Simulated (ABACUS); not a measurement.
In:

```
CELL_PARAMETERS angstrom
-1.88253 1.88253 1.88253
1.88253 -1.88253 1.88253
1.88253 1.88253 -1.88253
ATOMIC_POSITIONS crystal
In 0.00000 0.00000 0.00000
```

This isn't the form of In at room conditions, which is tetragonal.

| Quantity | Value |
| --- | --- |
| Program | ABACUS 3.10.1 |
| Task | single point |
| Functional | PBE |
| Potentials or basis | PseudoDojo NC SR 0.4.1 PBE standard |
| Cutoff | 966 eV |
| Density cutoff | 3864 eV |
| Basis | plane waves |
| k mesh | 10 × 10 × 10 |
| Occupations | fermi-dirac, width 0.05 eV |
| Spin | no spin polarisation |

On this cell: pressure 1.5 GPa; band gap on the k mesh none (metal or under the smearing width).

The same run follows on a disturbed copy (cell strained at random at fixed volume):

```
In
1.0
    -1.86975    1.85713    1.91387
     1.83353   -1.91280    1.93333
     1.85852    1.90157   -1.96954
In
1
Direct
  0.99990 0.99783 0.00147
```

**Question.** What does the disturbed cell give?

**Answer.** The energy (extrapolated to zero smearing) moves by +1.7 meV/atom; pressure 1.5 GPa; band gap on the k mesh none (metal or under the smearing width).

Stress tensor (GPa, compression positive):
```
 2.00 -0.06  0.35
-0.06  1.39  0.68
 0.35  0.68  1.25
```
